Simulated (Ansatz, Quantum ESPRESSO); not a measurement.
**Moving the pressure in Au**

The cell as given:

```xyz
2
Lattice="2.9000 0.0000 0.0000 -1.4500 2.5115 0.0000 0.0000 0.0000 4.8800" Properties=species:S:1:pos:R:3 pbc="T T T"
Au    1.4500    0.8372    1.2200
Au    0.0000    1.6743    3.6600
```

This isn't the form of Au at room conditions, which is fcc.

Kept alike: task relaxation of cell and atoms; functional PBEsol; k mesh 11 × 11 × 6; occupations fermi-dirac, width 0.05 eV; no spin polarisation. Program: Quantum ESPRESSO, GBRV 1.5 PBEsol, cutoff 707 eV. The mesh is that of the run's cell of 2 atoms. No spin-orbit coupling.

| run | volume (Å³/atom) | first edge of the run's cell (Å) | third edge of the run's cell (Å) |
| --- | --- | --- | --- |
| A | 15.537 | 2.787 | 4.620 |
| B | 16.984 | 2.867 | 4.772 |
| C | 16.155 | 2.822 | 4.684 |
| D | 16.535 | 2.843 | 4.723 |
| E | 16.794 | 2.857 | 4.751 |

The relaxations keep at least the cell's symmetry (P6_3/mmc). For a metal such a mesh leaves the last digits unconverged. Runs of this series that gave no sound value for these columns are left out. The runs follow the start's structure, whether or not it is the stable one at these pressures. P is the pressure aimed at, which the runs meet within some hundredths to tenths of a GPa.

**Question.** The runs differ in the pressure alone: 0; 2; 5; 10; 20 GPa. Which run is which?

**Answer.** Run A is 20 GPa; run B is 0 GPa; run C is 10 GPa; run D is 5 GPa; run E is 2 GPa. The volume falls from 16.984 to 15.537 Å³/atom between 0 and 20 GPa. The volume falls ever more slowly, since the solid stiffens under load. At the pressures aimed at, which the runs meet within some tenths of a GPa, the step from 0 to 5 GPa gives a mean bulk modulus near 187 GPa, the last step 256 GPa. A twin series (Ansatz, all-electron LAPW, scalar-relativistic) moves it by -1.4616 between 0 and 20, against -1.4470 Å³/atom here. The first edge of the run's cell falls from 2.867 to 2.787 Å between 0 and 20 GPa. A twin series (Ansatz, all-electron LAPW, scalar-relativistic) moves it by -0.0807 between 0 and 20, against -0.0801 Å here. The third edge of the run's cell falls from 4.772 to 4.620 Å between 0 and 20 GPa. A twin series (Ansatz, all-electron LAPW, scalar-relativistic) moves it by -0.1536 between 0 and 20, against -0.1519 Å here.
